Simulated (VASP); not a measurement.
A run of VASP 6.6.1 is set up as follows.

File INCAR:

```
SYSTEM = Hf
ALGO = Fast
EDIFF = 1E-6
EDIFFG = -0.01
ENCUT = 600
GGA = PS
IBRION = 2
ISIF = 3
ISMEAR = 0
LASPH = .TRUE.
LCHARG = .FALSE.
LREAL = .FALSE.
LWAVE = .FALSE.
NELM = 100
NSW = 100
PREC = Accurate
SIGMA = 0.1
```

KPOINTS

```
k-points
0
G
  22 22 22
  0 0 0
```

POSCAR

```
Hf
1.0
   -1.7461745728      1.7461745728      1.7461745728
    1.7461745728     -1.7461745728      1.7461745728
    1.7461745728      1.7461745728     -1.7461745728
Hf
1
Direct
    0.0000000000      0.0000000000      0.0000000000
```

Potentials or basis: VASP PAW PBE potentials, release 64 (Hf_pv).

Command:

```sh
$ cat potpaw_PBE.64/Hf_pv/POTCAR > POTCAR
$ mpirun -np 1 vasp_std > vasp.out
```

**Question.** Predict the band gap on the k mesh.

**Answer.** None (metal or under the smearing width).

**Question.** Estimate the relaxed volume.

**Answer.** 21.18 Å³/atom.

**Question.** Estimate the space group after relaxing (to 0.05 Å).

**Answer.** Im-3m (No. 229).

The path:
| step | energy change (eV) | largest force (eV/Å) | pressure (GPa) | volume (Å³) |
| --- | --- | --- | --- | --- |
| 1 | 0.0000 | 0.0000 | -0.29 | 21.30 |
| 2 | -0.0001 | 0.0000 | 0.07 | 21.18 |

Caveat: the PAW data sets were made with another functional, which shifts forces and pressure a little. Spin-orbit coupling is left out, which matters for the levels of Hf.
